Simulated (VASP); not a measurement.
# AlN (P6_3mc) in VASP: a series of runs

The runs below take AlN through relaxation of cell and atoms, vibrations by finite differences, with LDA.

All numbers are computed with VASP 6.6.1; they aren't measurements. Logs are shortened: lines on timing, memory, paths and dates and some standing lists are left out, and cuts for length are marked.

### 1 The structure

The structure is hexagonal, space group P6_3mc (No. 186). Conventional cell: a = 3.113 Å, b = 3.113 Å, c = 4.981 Å, α = 90.00°, β = 90.00°, γ = 120.00°. Al (site symmetry 3m) is surrounded by 4 N at 1.89 Å. N (site symmetry 3m) is surrounded by 4 Al at 1.89 Å.

### 2 Relaxation of cell and atoms, LDA

File INCAR:

```
PREC     = Accurate       # precision mode
ENCUT    = 520            # plane-wave cutoff, eV
EDIFF    = 1E-7           # SCF threshold, eV
ISMEAR   = 0              # smearing method
SIGMA    = 0.02           # smearing width, eV
LREAL    = False          # projectors in reciprocal space
LASPH    = True           # aspherical terms in the spheres
NELM     = 100            # most SCF steps
ALGO     = Normal         # electronic algorithm
ISIF     = 3              # what is computed and relaxed
LWAVE    = False          # write WAVECAR
LCHARG   = False          # write CHGCAR
IBRION   = 2              # ionic algorithm
NSW      = 80             # ionic steps
EDIFFG   = -0.002         # ionic threshold
KPAR     = 4
```

File KPOINTS:

```
Automatic mesh
0
Gamma
  12 12 6
```

File POSCAR:

```
AlN
1.0
    3.1130000000      0.0000000000      0.0000000000
   -1.5565000000      2.6959370800      0.0000000000
    0.0000000000      0.0000000000      4.9810000000
Al N
2 2
Direct
    0.3333333300      0.6666666700      0.0000000000
    0.6666666700      0.3333333300      0.5000000000
    0.3333333300      0.6666666700      0.3800000000
    0.6666666700      0.3333333300      0.8800000000
```

Potentials or basis: VASP PAW LDA potentials, release 64 (Al, N).

Run with:

```console
> cat potpaw_LDA.64/Al/POTCAR potpaw_LDA.64/N/POTCAR > POTCAR
> mpirun -np 4 vasp_std > vasp.out
```

OUTCAR:

```text
PREC = Accurate
   ENCUT = 520
   EDIFF = 1E-7
   ISMEAR = 0
   LREAL = False
   LASPH = True
   NELM = 100
   ISIF = 3
   IBRION = 2
   NSW = 80
   EDIFFG = -0.002

 ion  position               nearest neighbor table
   1  0.333  0.667  0.000-   3 1.89   4 1.89   4 1.89   4 1.89   2 3.07   2 3.07   2 3.07   2 3.07
                             2 3.07   2 3.07
   2  0.667  0.333  0.500-   4 1.89   3 1.89   3 1.89   3 1.89   1 3.07   1 3.07   1 3.07   1 3.07
                             1 3.07   1 3.07
   3  0.333  0.667  0.380-   1 1.89   2 1.89   2 1.89   2 1.89
   4  0.667  0.333  0.880-   2 1.89   1 1.89   1 1.89   1 1.89

  LATTYP: Found a hexagonal cell.
 ALAT       =     3.1130000000
 C/A-ratio  =     1.6000642467

  Lattice vectors:

 A1 = (   3.1130000000,   0.0000000000,   0.0000000000)
 A2 = (  -1.5565000000,   2.6959370800,   0.0000000000)
 A3 = (   0.0000000000,   0.0000000000,   4.9810000000)

Analysis of symmetry for initial positions (statically):
=====================================================================
 Subroutine PRICEL returns:
 Original cell was already a primitive cell.

 Routine SETGRP: Setting up the symmetry group for a
 hexagonal supercell.

 Subroutine GETGRP returns: Found 12 space group operations
 (whereof  6 operations were pure point group operations)
 out of a pool of 24 trial point group operations.

The static configuration has the point symmetry C_3v.
 The point group associated with its full space group is C_6v.

Analysis of symmetry for dynamics (positions and initial velocities):
=====================================================================
 Subroutine PRICEL returns:
 Original cell was already a primitive cell.

 Routine SETGRP: Setting up the symmetry group for a
 hexagonal supercell.

 Subroutine GETGRP returns: Found 12 space group operations
 (whereof  6 operations were pure point group operations)
 out of a pool of 24 trial point group operations.

The dynamic configuration has the point symmetry C_3v.
 The point group associated with its full space group is C_6v.

 Subroutine INISYM returns: Found 12 space group operations
 (whereof  6 operations are pure point group operations),
 and found     1 'primitive' translations

----------------------------------------------------------------------------------------

                                     Primitive cell

  volume of cell :      41.8028

  direct lattice vectors                    reciprocal lattice vectors
     3.113000000  0.000000000  0.000000000     0.321233537  0.185464269  0.000000000
    -1.556500000  2.695937080  0.000000000     0.000000000  0.370928538  0.000000000
     0.000000000  0.000000000  4.981000000     0.000000000  0.000000000  0.200762899

  length of vectors
     3.113000000  3.112999998  4.981000000     0.370928538  0.370928538  0.200762899

  position of ions in fractional coordinates (direct lattice)
     0.333333330  0.666666670  0.000000000
     0.666666670  0.333333330  0.500000000
     0.333333330  0.666666670  0.380000000
     0.666666670  0.333333330  0.880000000

  ion indices of the primitive-cell ions
   primitive index   ion index
                 1           1
                 2           2
                 3           3
                 4           4

----------------------------------------------------------------------------------------

 KPOINTS: Automatic mesh

Automatic generation of k-mesh.
 Grid dimensions read from file:
 generate k-points for:   12   12    6

 Generating k-lattice:

  Cartesian coordinates                     Fractional coordinates (reciprocal lattice)
     0.026769461  0.015455356  0.000000000     0.083333333 -0.000000000  0.000000000
     0.000000000  0.030910712  0.000000000     0.000000000  0.083333333  0.000000000
     0.000000000  0.000000000  0.033460483     0.000000000  0.000000000  0.166666667

  Length of vectors
     0.030910711  0.030910712  0.033460483

  Shift w.r.t. Gamma in fractional coordinates (k-lattice)
     0.000000000  0.000000000  0.000000000

 Subroutine IBZKPT returns following result:
 ===========================================

 Found     76 irreducible k-points:

 Following reciprocal coordinates:
            Coordinates               Weight
  0.000000  0.000000  0.000000      1.000000
  0.083333  0.000000  0.000000      6.000000
  0.166667  0.000000  0.000000      6.000000
  0.250000  0.000000  0.000000      6.000000
  0.333333  0.000000  0.000000      6.000000
  0.416667  0.000000  0.000000      6.000000
[... 16 lines left out ...]
  0.250000  0.000000  0.166667     12.000000
  0.333333  0.000000  0.166667     12.000000
 [... further k-points ...]
   k-points           NKPTS =     76   k-points in BZ     NKDIM =     76   number of bands    NBANDS=     12
   number of dos      NEDOS =    301   number of ions     NIONS =      4
   total plane-waves  NPLWV =  23040
   dimension x,y,z NGX =    24 NGY =   24 NGZ =   40
   dimension x,y,z NGXF=    48 NGYF=   48 NGZF=   80
   ions per type =               2   2
   NGX,Y,Z   is equivalent  to a cutoff of  12.82, 12.82, 13.35 a.u.
   NGXF,Y,Z  is equivalent  to a cutoff of  25.63, 25.63, 26.70 a.u.
 SYSTEM =  unknown system
   PREC   = accura    normal or accurate (medium, high low for compatibility)
   ISTART =      0    job   : 0-new  1-cont  2-samecut
   ICHARG =      2    charge: 1-file 2-atom 10-const
   ISPIN  =      1    spin polarized calculation?
   LNONCOLLINEAR =      F non collinear calculations
   LSORBIT =      F    spin-orbit coupling
   LASPH  =      T    aspherical Exc in radial PAW
   ENCUT  =  520.0 eV  38.22 Ry    6.18 a.u.   5.79  5.79  9.26*2*pi/ulx,y,z
   NELM   =    100;   NELMIN=  2; NELMDL= -5     # of ELM steps
   EDIFF  = 0.1E-06   stopping-criterion for ELM
   LREAL  =      F    real-space projection
   EDIFFG = -.2E-02   stopping-criterion for IOM
   NSW    =     80    number of steps for IOM
   IBRION =      2    ionic relax: 0-MD 1-quasi-New 2-CG
   NFREE  =      1    steps in history (QN), initial steepest desc. (CG)
   ISIF   =      3    stress and relaxation
   ISYM   =      2    0-nonsym 1-usesym 2-fastsym
   POTIM  = 0.5000    time-step for ionic-motion
   TEBEG  =    0.0;   TEEND  =   0.0 temperature during run
   PSTRESS=    0.0 pullay stress
   NELECT =      16.0000    total number of electrons
   NUPDOWN=      -1.0000    fix difference up-down
   EMIN   =  10.00;   EMAX   =-10.00  energy-range for DOS
   EFERMI =   0.00;   METHOD = LEGACY
   ISMEAR =     0;   SIGMA  =   0.02  broadening in eV -4-tet -1-fermi 0-gaus
   EFERMI_NEDOS =   21; number of points for ismear=-14 and -15
   IALGO  =     38    algorithm
   IMIX   =      4    mixing-type and parameters
     AMIX     =   0.40;   BMIX     =  1.00
     AMIX_MAG =   1.60;   BMIX_MAG =  1.00
  volume/ion in A,a.u.               =      10.45        70.52
  Fermi-wavevector in a.u.,A,eV,Ry     =   1.188629  2.246183 19.222843  1.412839
  Thomas-Fermi vector in A             =   2.324754
   LORBIT       =      0    0 simple, 1 ext, 2 COOP (PROOUT), +10 PAW based schemes
   GGA     = CA    functional components
   LHFCALC =     F    Hartree Fock is set to
   AEXX    =    0.0000 exact exchange contribution
   IVDW    =     0    specifies the selected vdW correction
   LEPSILON=     F    determine dielectric tensor
   LRPA    =     F    only Hartree local field effects (RPA)
 conjugate gradient relaxation of ions
 non-spin polarized calculation
 Gauss-broadening in eV      SIGMA  =   0.02
  energy-cutoff  :      520.00
  volume of cell :       41.80
 maximum number of plane-waves:      1152
 NGX is ok and might be reduce to    24
   NGX = 11   NGY = 11   NGZ = 19

--------------------------------------- Ionic step        1  -------------------------------------------

 number of electron      16.0000000 magnetization

 Free energy of the ion-electron system (eV)
  ---------------------------------------------------
  ext. energy  EPLUGINS =         0.00000000
  ---------------------------------------------------
  free energy    TOTEN  =       -32.82975060 eV

  energy without entropy =      -32.82975060  energy(sigma->0) =      -32.82975060

------------------------ aborting loop because EDIFF is reached ----------------------------------------

  FORCE on cell =-STRESS in cart. coord.  units (eV):
  Direction    XX          YY          ZZ          XY          YZ          ZX
  --------------------------------------------------------------------------------------
  -------------------------------------------------------------------------------------
  Total       -1.2153156     -1.2153156     -0.7690111      0.0000000     -0.0000000      0.0000000
  in kB      -46.5794385    -46.5794384    -29.4739099      0.0000000     -0.0000000      0.0000000
  external PRESSURE =     -40.8775956 kB  Pullay stress =       0.0000000 kB
[... 251 lines left out ...]
  energy  without entropy=      -32.8418067732  energy(sigma->0) =      -32.84180677

--------------------------------------- Ionic step        8  -------------------------------------------

 number of electron      15.9999997 magnetization

 Free energy of the ion-electron system (eV)
  ---------------------------------------------------
  ext. energy  EPLUGINS =         0.00000000
  ---------------------------------------------------
  free energy    TOTEN  =       -32.84181754 eV

  energy without entropy =      -32.84181754  energy(sigma->0) =      -32.84181754

 E-fermi :   6.1889     XC(G=0): -11.3299

 val. band max:        6.0845061054   @ k =   0.0000   0.0000   0.0000
 cond. band min:      10.4812564247   @ k =   0.0000   0.0000   0.0000
 fundamental gap:      4.3967503193
 Fermi energy:         6.1888807416

 k-point     1 :       0.0000    0.0000    0.0000
  band No.  band energies     occupation
      1      -9.0696      2.00000
      2      -6.7857      2.00000
      3      -0.0555      2.00000
      4       5.1966      2.00000
      5       5.1966      2.00000
      6       5.8573      2.00000
      7       5.8573      2.00000
      8       6.0845      2.00000
      9      10.4813      0.00000
     10      12.7886      0.00000
     11      16.7156      0.00000
     12      17.1604      0.00000
[... 331 lines left out ...]
 k-point    24 :       0.3333    0.0000    0.1667
  band No.  band energies     occupation
      1      -7.6758      2.00000
      2      -6.3517      2.00000
      3       1.0620      2.00000
      4       2.0744      2.00000
      5       2.6724      2.00000
      6       4.2645      2.00000
      7       5.2712      2.00000
      8       5.4082      2.00000
      9      11.9034      0.00000
     10      12.6721      0.00000
     11      14.6212      0.00000
     12      16.2392      0.00000

 [... further k-points ...]
[... 5 lines left out ...]
  --------------------------------------------------------------------------------------
  -------------------------------------------------------------------------------------
  Total       -0.0009362     -0.0009362      0.0031374      0.0000000      0.0000000      0.0000000
  in kB       -0.0366126     -0.0366126      0.1227009      0.0000000      0.0000000      0.0000000
  external PRESSURE =       0.0164919 kB  Pullay stress =       0.0000000 kB
[... 19 lines left out ...]
  FREE ENERGIE OF THE ION-ELECTRON SYSTEM (eV)
  ---------------------------------------------------
  free  energy   TOTEN  =       -32.8418175368 eV

  energy  without entropy=      -32.8418175368  energy(sigma->0) =      -32.84181754

 reached required accuracy - stopping structural energy minimisation
```

Wall time 53 s (4 MPI ranks of Intel Xeon Platinum 8375C at 2.90GHz (Ice Lake), shared host); peak memory 0.16 GiB.

What came out:

- Free energy: -32.8418 eV
- Relaxed volume: 10.24 Å³/atom
- Relaxed cell: a = 3.092 Å, b = 3.092 Å, c = 4.948 Å, α = 90.00°, β = 90.00°, γ = 120.00°
- Space group after relaxing (to 0.05 Å): P6_3mc (No. 186)
- Energy gained by relaxing: 3.0 meV/atom
- Ionic steps: 8
- Pressure after relaxing: 0.0 GPa
- Band gap on the k mesh: 4.40 eV, direct

Step by step:
```csv
step,energy change (eV),largest force (eV/Å),pressure (GPa),volume (Å³)
1,0.0000,0.1193,-4.09,41.80
2,-0.0010,0.0856,4.16,40.21
3,-0.0119,0.0192,-0.02,40.98
4,-0.0119,0.0172,0.07,40.96
5,-0.0120,0.0113,0.09,40.95
6,-0.0121,0.0057,0.10,40.95
7,-0.0121,0.0071,-0.11,40.99
8,-0.0121,0.0003,0.00,40.97
```

Final structure:
```yaml
crystal:
  lattice:
    - [3.09182, 0.00000, 0.00000]
    - [-1.54591, 2.67759, 0.00000]
    - [0.00000, 0.00000, 4.94843]
  atoms:
    - { symbol: Al, position: [0.33333, 0.66667, 0.99902] }
    - { symbol: Al, position: [0.66667, 0.33333, 0.49902] }
    - { symbol: N, position: [0.33333, 0.66667, 0.38098] }
    - { symbol: N, position: [0.66667, 0.33333, 0.88098] }
```

Levels at points of the mesh, in eV from the valence-band top:
| k point | band 5 | band 6 | band 7 | band 8 | band 9 | band 10 | band 11 | band 12 |
| --- | --- | --- | --- | --- | --- | --- | --- | --- |
| (0.00, 0.00, 0.00) | -0.89 | -0.23 | -0.23 | 0.00 | 4.40 | 6.70 | 10.63 | 11.08 |
| (0.50, 0.00, 0.00) | -3.43 | -2.14 | -1.84 | -0.71 | 5.72 | 5.72 | 8.24 | 10.27 |
| (0.00, 0.00, 0.50) | -0.57 | -0.57 | -0.57 | -0.57 | 6.58 | 6.58 | 10.30 | 10.30 |
| (0.50, 0.00, 0.50) | -1.51 | -1.51 | -1.40 | -1.40 | 5.25 | 5.25 | 9.19 | 9.19 |

[end of part 1 of 2]
